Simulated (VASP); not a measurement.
# Tb: single point with PBEsol

Tb:

```xyz
2
Lattice="3.6010 0.0000 0.0000 -1.8005 3.1186 0.0000 0.0000 0.0000 5.6936" Properties=species:S:1:pos:R:3 pbc="T T T"
Tb    1.8005    1.0395    4.2702
Tb    0.0000    2.0790    1.4234
```

* Program: VASP 6.6.1
* Task: single point
* Functional: PBEsol
* Potentials or basis: VASP PAW PBE potentials, release 64 (Tb_3), 4f in core
* Cutoff: 520 eV
* k mesh: 9 × 9 × 5
* Occupations: gaussian, width 0.05 eV
* Spin: collinear spin, ferromagnetic start
* Starting moments: [6.0, 6.0] μB
* Further INCAR settings: ALGO = Normal; EDIFF = 1.00e-06

* Pressure: -2.1 GPa
* Band gap on the k mesh: none (metal or under the smearing width)
* Net moment: 0.00 μB per cell
* Valence electrons inside the program's atomic spheres: Tb 7.81

Stress tensor (GPa, compression positive):
```
-1.99  0.00  0.00
 0.00 -1.99  0.00
 0.00  0.00 -2.23
```

Levels at points of the mesh, in eV from the Fermi level:
Spin up:
| k point | band 5 | band 6 | band 7 | band 8 | band 9 | band 10 | band 11 | band 12 | band 13 | band 14 |
| --- | --- | --- | --- | --- | --- | --- | --- | --- | --- | --- |
| (0.00, 0.00, 0.00) | -22.17 | -22.12 | -4.95 | -2.16 | 1.38 | 1.75 | 1.75 | 2.03 | 2.44 | 2.44 |
Spin down:
```csv
k point,band 6,band 7,band 8,band 9,band 10,band 11,band 12,band 13
"(0.00, 0.00, 0.00)",-22.12,-4.95,-2.16,1.38,1.75,1.75,2.03,2.44
```

Run time: 44 s on 1 thread of Intel(R) Xeon(R) 6975P-C (Granite Rapids), with other jobs on the host, peak memory 0.24 GiB.

Caveat: the magnetic or orbital state may not be the lowest; the PAW data sets were made with another functional, which shifts forces and pressure a little; spin-orbit coupling is left out, which moves the levels of the heavy elements; the 4f electrons are frozen in the core as for a trivalent ion, so they carry no moment and show no levels. The state reached can hang on the start; a lower one may exist.
